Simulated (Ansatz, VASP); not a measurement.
# Two plane-wave programs on Bi

```
CELL_PARAMETERS angstrom
1.74679 3.02553 0.00000
-1.74679 3.02553 0.00000
0.00000 0.00000 11.82018
ATOMIC_POSITIONS crystal
Bi 0.00000 0.00000 0.00000
Bi 0.00000 0.00000 0.50000
Bi 0.33333 0.33333 0.75000
Bi 0.66667 0.66667 0.25000
```

Alike in both runs: functional r2SCAN; k mesh 11 × 11 × 3; no spin polarisation.

Ansatz relaxed the structure, and its values are those at the end. VASP's run is a single point on that final structure, the one shown.

|  | VASP | Ansatz |
| --- | --- | --- |
| version | VASP 6.6.1 | Ansatz 0.2.0 |
| potentials or method | VASP PAW PBE potentials, release 64 (Bi_d) | PAW plane waves |
| plane-wave cutoff (eV) | 520 | 500 |
| occupations | fermi-dirac, width 0.1 eV | fermi-dirac |
| valence electrons in the cell | 60 | 60 |

|  | VASP | Ansatz | Ansatz less VASP |
| --- | --- | --- | --- |
| pressure (GPa) | 0.0 | 0.0 | +0.04 |

Ansatz warned: «structure_snapped_to_symmetry».

Caveats: the PAW data sets were made with another functional, which shifts forces and pressure a little (VASP).
